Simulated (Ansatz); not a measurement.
Crystal: ZrS.

```xyz
2
Lattice="0.0000 2.6250 2.6250 2.6250 0.0000 2.6250 2.6250 2.6250 0.0000" Properties=species:S:1:pos:R:3 pbc="T T T"
Zr    0.0000    0.0000    0.0000
S     2.6250    2.6250    2.6250
```

Base run:

```yaml
Program: Ansatz 0.2.0
Functional: PBEsol
Potentials_or_basis: all-electron LAPW, non-relativistic
Cutoff: 212 eV (chosen from the basis error)
Basis_error_allowed: 0.001 eV/atom
k_mesh: 9 × 9 × 9
Occupations: fermi-dirac, width 0.05 eV
Spin: no spin polarisation
```

Its results: pressure -5.5 GPa.

**Question.** The run is repeated on the same cell with these changes: potentials or basis from all-electron LAPW, non-relativistic to all-electron PAW datasets made for the crystal. What comes out?

**Answer.** Pressure -6.4 GPa.

Caveats: relativity is left out, which matters for the heavier elements (some runs).

The runs don't all hold the same shells in valence.
